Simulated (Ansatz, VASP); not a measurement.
# Cross-check of MgO (Periclase) between VASP and Ansatz, part 2 of 2

Wanted: the spread between two codes on one cell, functional and k mesh. The cell is taken from a series of VASP runs on this material, whose earlier steps may have relaxed, scaled or displaced it; both programs get it as it stands.

VASP 6.6.1 and Ansatz 0.2.0.

So far. Step 4 (Side by side): The walks stopped with 0.03 GPa left in Ansatz and 0.00 GPa in VASP; each walk ends within a tolerance, so the volume difference is uncertain by about these residues over the bulk modulus, most in soft cells.

### Step 5. VASP: relaxation of cell and atoms, r2SCAN with rVV10

Level of this step: r2SCAN with rVV10; plane waves and PAW (Mg, O) (VASP).

The relaxed volume is the usual yardstick between codes: its relative difference is about their pressure difference at one cell divided by the bulk modulus. The cell compared in this pair holds 18.34 Å³, against 18.65 Å³ for the pair before.

The input, INCAR:

```
SYSTEM = MgO
PREC = Accurate
ENCUT = 520
EDIFF = 1E-06
NELM = 100
ISMEAR = 0
SIGMA = 0.03
LREAL = .FALSE.
ALGO = Normal
METAGGA = R2SCAN
LUSE_VDW = .TRUE.
IVDW_NL = 2
BPARAM = 11.95
CPARAM = 0.0093
LASPH = .TRUE.
NBANDS = 10
LORBIT = 11
LWAVE = .FALSE.
LCHARG = .FALSE.
KPAR = 4
IBRION = 2
NSW = 50
ISIF = 3
EDIFFG = -0.006
```

The input, POSCAR:

```
MgO
1.0
    0.0000000000      2.0931506404      2.0931506404
    2.0931506404      0.0000000000      2.0931506404
    2.0931506404      2.0931506404      0.0000000000
Mg O
1 1
Direct
    0.0000000000      0.0000000000      0.0000000000
    0.5000000000      0.5000000000      0.5000000000
```

The input, KPOINTS:

```
Automatic mesh
0
Gamma
8 8 8
0 0 0
```

Potentials, in the order of the species: Mg and O (PBE family, release 64).

The run is started by

```sh
$ mpirun -np 4 vasp_std
```

Numbers of over 12 decimals in the logs are rounded to 6 here.

The log of the run:

```text
[banner, memory and clock lines left out]
running    4 mpi-ranks, on    1 nodes
[...]
|                                                                             |
|               ----> ADVICE to this user running VASP <----                  |
|                                                                             |
|     You have switched on vdW-DFT.                                           |
|     This routine was written and supplied by Jiri Klimes. We recommend      |
|     that you carefully read and cite the following publications:            |
|       J. Klimes, D.R. Bowler, A. Michelides                                 |
|          J. Phys.: Cond Matt. 22 022201 (2010)                              |
|       J. Klimes, D.R. Bowler, A. Michelides                                 |
|          Phys. Rev. B. 83, 195131 (2011)                                    |
|     and references therein.                                                 |
|                                                                             |

[...]
DAV:  11    -0.158899435336E+02   -0.16990E-04   -0.87047E-06   622   0.286E-02    0.562E-03
Total rVV10 correction in eV:      0.2705998    11.2783760
Total rVV10 correction in eV:      0.2705998    11.2783760
Total rVV10 correction in eV:      0.2705998    11.2783760
Total rVV10 correction in eV:      0.2705998    11.2783760
DAV:  12    -0.158899453201E+02   -0.17865E-05   -0.25727E-07   354   0.385E-03    0.316E-03
Total rVV10 correction in eV:      0.2706055    11.2783760
Total rVV10 correction in eV:      0.2706055    11.2783760
Total rVV10 correction in eV:      0.2706055    11.2783760
Total rVV10 correction in eV:      0.2706055    11.2783760
DAV:  13    -0.158899452555E+02    0.64615E-07   -0.73402E-07   318   0.652E-03
Total rVV10 correction in eV:      0.2706061    11.2783760
Total rVV10 correction in eV:      0.2706061    11.2783760
Total rVV10 correction in eV:      0.2706061    11.2783760
Total rVV10 correction in eV:      0.2706061    11.2783760
Total rVV10 correction in eV:      0.2706059    11.2783760
Total rVV10 correction in eV:      0.2706059    11.2783760
Total rVV10 correction in eV:      0.2706059    11.2783760
Total rVV10 correction in eV:      0.2706059    11.2783760
   1 F= -.15889945E+02 E0= -.15889945E+02  d E =-.158899E+02
[...]
reached required accuracy - stopping structural energy minimisation
```

Parts of OUTCAR (step 5):

```text
  Total        0.0054394      0.0054394      0.0054394      0.0000000     -0.0000000     -0.0000000
  in kB        0.4751523      0.4751523      0.4751523      0.0000000     -0.0000000     -0.0000000
  external PRESSURE =       0.4751523 kB  Pullay stress =       0.0000000 kB

 POSITION                                       TOTAL-FORCE (eV/Angst)
 -----------------------------------------------------------------------------------
      0.00000      0.00000      0.00000         0.000000      0.000000      0.000000
      2.09315      2.09315      2.09315        -0.000000     -0.000000      0.000000
 -----------------------------------------------------------------------------------
    total drift:                               -0.000000     -0.000000      0.000000

  FREE ENERGIE OF THE ION-ELECTRON SYSTEM (eV)
  ---------------------------------------------------
  free  energy   TOTEN  =       -15.8899452555 eV

  energy  without entropy=      -15.8899452555  energy(sigma->0) =      -15.88994526

[... 2 parts as in an earlier step ...]

[... 2 further parts left out ...]
[key lines of the parts left out:]
E-fermi :   3.1635
```

### Step 6. Ansatz: relaxation of cell and atoms, r2SCAN with rVV10

The same cell, functional, mesh and smearing now go to Ansatz, which takes its cutoff from its data sets.

The cell is taken from a series of VASP runs on this material, whose earlier steps may have relaxed, scaled or displaced it; both programs get it as it stands.

The input, input.yaml:

```yaml
crystal:
  lattice:
    - [0.0, 2.0931506404, 2.0931506404]
    - [2.0931506404, 0.0, 2.0931506404]
    - [2.0931506404, 2.0931506404, 0.0]
  atoms:
    - { symbol: Mg, position: [0.0, 0.0, 0.0] }
    - { symbol: O, position: [0.5, 0.5, 0.5] }
hamiltonian:
  xc: r2scan
  pseudopotentials: { kind: paw }
  dispersion: rvv10
kpoints:
  mp_grid: { grid: [8, 8, 8] }
scf:
  occupations: { method: gaussian, width: 0.03 }
relax:
  f_tol: 0.01
  max_steps: 60
  cell: { stress_tol: 0.05 }
output:
  forces: true
  stress: true
```

The run is started by

```sh
$ ansatz run input.yaml --threads 4 --pin off --max-ram 9216MiB --backend cpu --events-out ev --progress --plain --runs-dir out
```

The log of the run:

```text
[...]
Crystal: 2 atoms, lattice volume = 18.341 Å³
Basis set: ecut = 500 eV, 459 PW (Γ), exchange–correlation on 100×100×100 points (64 copies of the dense FFT grid, shifted against one another)
Bands: 12, of which v1, the nominal top of the filled ones, is band 8 counted from 1 (7 counted from 0)
Symmetry: 48 space group operations
[...]
k-points: 29 of 512
[...]
-0.000000       0.004823      -0.000000
       -0.000000      -0.000000       0.004823
  P = ⅓ Tr σ = 0.0048 GPa (0.048 kbar)
--- Relaxed structure (3 steps of the walk, 3 accepted, 1 SCFs on fresh bases) ---
[...]
cell:  # Å, volume = 18.4599 Å³
    - [0, 2.097652, 2.097652]
    - [2.097652, 0, 2.097652]
    - [2.097652, 2.097652, 0]
  atoms:
    - { symbol: Mg, position: [0, 0, 0] }
    - { symbol: O, position: [0.500000, 0.500000, 0.500000] }
[key lines of the parts left out:]
SCF converged after 5 iterations
Free energy (F): -2497.668382 eV
Fermi energy:    10.708090 eV
```

Elapsed: 2.5 s, on 4 threads of Arm Neoverse V2, shared host; peak memory 0.35 GiB.

### Step 7. Comparison

What differs besides the data sets and the points named for the pairs above, as far as they apply: VASP keeps PBE cores, Ansatz makes them for the functional; the cutoff is 500 eV in Ansatz and 520 eV in VASP. Total energies have different zeros and are not compared.

Compared:

| quantity | Ansatz | VASP | difference |
| --- | --- | --- | --- |
| volume (Å³) | 18.46 | 18.34 | +0.65 % |
| edge a after relaxation, in the typed setting (Å) | 2.966 | 2.960 | +0.21 % |

The walks stopped with 0.00 GPa left in Ansatz and 0.05 GPa in VASP; each walk ends within a tolerance, so the volume difference is uncertain by about these residues over the bulk modulus, most in soft cells.

### Step 8. Summary of results

- difference in volume (relaxation of cell and atoms, PBEsol): 0.30 %
- difference in volume (relaxation of cell and atoms, r2SCAN with rVV10): 0.65 %

What this shows: The difference in volume is 0.65 % (relaxation of cell and atoms, r2SCAN with rVV10), within the 1.2 % picked in this series as the mark of a large difference, as far as the stopping tolerances let one tell. How closely two codes agree says nothing of how well the functional describes the real material.

[Lines on the potential files, build, host, timing and source positions are cut from VASP's logs without a mark.]

[Logs are printed without paths, hosts, clocks, repeated set-up lines and the standing remarks that a program may print on its own settings, such as how far it seeks lower states.]

[Hosts, paths, dates, database ids (printed as entryN), source tags and the programs' standing remarks are cut or masked in the printed files.]
